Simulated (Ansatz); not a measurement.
# Comparing deformations in Ta$_{2}$N

These are results of DFT PBEsol, scalar-relativistic, plane waves, PAW in Ansatz, not measurements. The runs took a 420 eV cutoff, a Γ-centred 12×12×8 mesh and Gaussian smearing (0.15 eV). Spin–orbit coupling is left out, which can shift energies with elements as heavy as these. No spin polarisation. Energies are free energies at this smearing, counted from the undisturbed cell; pressure is positive in compression.

The undisturbed cell (relaxed at this level; it needn't be the usual structure):

```
CELL_PARAMETERS angstrom
5.26410 0.00000 0.00000
-2.63205 4.55884 0.00000
0.00000 0.00000 4.91260
ATOMIC_POSITIONS crystal
Ta 0.66680 0.66680 0.75279
Ta 0.00000 0.33320 0.75279
Ta 0.33320 0.00000 0.75279
Ta 0.33320 0.33320 0.24721
Ta 0.00000 0.66680 0.24721
Ta 0.66680 0.00000 0.24721
N 0.66667 0.33333 0.50000
N 0.33333 0.66667 0.50000
N 0.00000 0.00000 0.00000
```

The cell is strained by ε times a Voigt pattern (xx, yy, zz, yz, xz, xy; engineering shear) with fractional coordinates fixed. τ = (1/V0) dE/dε comes from the stress tensor. Of each scan, only the three points used here are listed.

```csv
pattern,ε,τ (GPa)
"(0, 0, 0, 0, 1, 0)",-0.0150,-2.95
"(0, 0, 0, 0, 1, 0)",0.0000,0.00
"(0, 0, 0, 0, 1, 0)",0.0150,2.90
"(0, 0, 1, 0, 0, 0)",-0.0150,-7.86
"(0, 0, 1, 0, 0, 0)",0.0000,0.02
"(0, 0, 1, 0, 0, 0)",0.0150,7.14
```

Task: Which constants do the scans give, and which deformation costs least for the same size of strain tensor?

Result: The slope dτ/dε at zero (parabola through three points) is pᵀCp: (0, 0, 0, 0, 1, 0) gives C55 = 195 GPa; (0, 0, 1, 0, 0, 0) gives C33 = 500 GPa. The size of the strain tensor, ε:ε, is ε² times 0.5, 1.0. Per unit of it the stiffnesses are 390, 500 GPa, so (0, 0, 0, 0, 1, 0) is the softest of these: at ε:ε = (1 %)² the quadratic term costs 1.60 meV/atom against 2.04 for the stiffest. These are clamped-ion values.

Forces appear on the atoms along this scan, and letting them relax would lower the energy and soften the response. In a metal these slopes depend on the k mesh and the smearing.